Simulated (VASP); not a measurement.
## Sr: relaxation of cell and atoms with PBEsol

The system is Sr.

```
Sr
1.0
     0.00000    2.95623    2.95623
     2.95623    0.00000    2.95623
     2.95623    2.95623    0.00000
Sr
1
Direct
  0.00000 0.00000 0.00000
```

```yaml
Program: VASP 6.6.1
Task: relaxation of cell and atoms
Functional: PBEsol
Potentials_or_basis: VASP PAW PBE potentials, release 64 (Sr_sv)
Cutoff: 600 eV
k_mesh: 12 × 12 × 12
Occupations: methfessel-paxton, width 0.1 eV
Spin: no spin polarisation
Further_INCAR_settings: ALGO = Normal; EDIFF = 1e-07; IBRION = 2; EDIFFG = -0.005; NSW = 90; ISIF = 3
```

| Item | Value |
| --- | --- |
| Relaxed volume | 51.72 Å³/atom |
| Relaxed cell | a = 4.182 Å, b = 4.182 Å, c = 4.182 Å, α = 60.00°, β = 60.00°, γ = 60.00° |
| Space group after relaxing (to 0.05 Å) | Fm-3m (No. 225) |
| Energy gained by relaxing | 0.0 meV/atom |
| Ionic steps | 2 |
| Pressure after relaxing | 0.0 GPa |
| Band gap on the k mesh | none (metal or under the smearing width) |

Final structure:
```
CELL_PARAMETERS angstrom
0.00000 2.95721 2.95721
2.95721 0.00000 2.95721
2.95721 2.95721 0.00000
ATOMIC_POSITIONS crystal
Sr 0.00000 0.00000 0.00000
```

Levels at points of the mesh, in eV from the Fermi level:
| k point | band 2 | band 3 | band 4 | band 5 | band 6 | band 7 | band 8 | band 9 |
| --- | --- | --- | --- | --- | --- | --- | --- | --- |
| (0.00, 0.00, 0.00) | -18.32 | -18.32 | -18.32 | -3.76 | 2.39 | 2.39 | 2.39 | 3.96 |
| (0.50, 0.00, 0.00) | -18.56 | -18.35 | -18.35 | -1.18 | 0.15 | 2.22 | 2.22 | 5.09 |
| (0.50, 0.50, 0.00) | -18.55 | -18.41 | -18.41 | -0.72 | 0.27 | 1.19 | 5.10 | 5.42 |

It took 46 s on 1 thread of Intel(R) Xeon(R) Platinum 8559C (Emerald Rapids) (shared host), peak memory 0.22 GiB.

Caveat: the PAW data sets were made with another functional, which shifts forces and pressure a little.
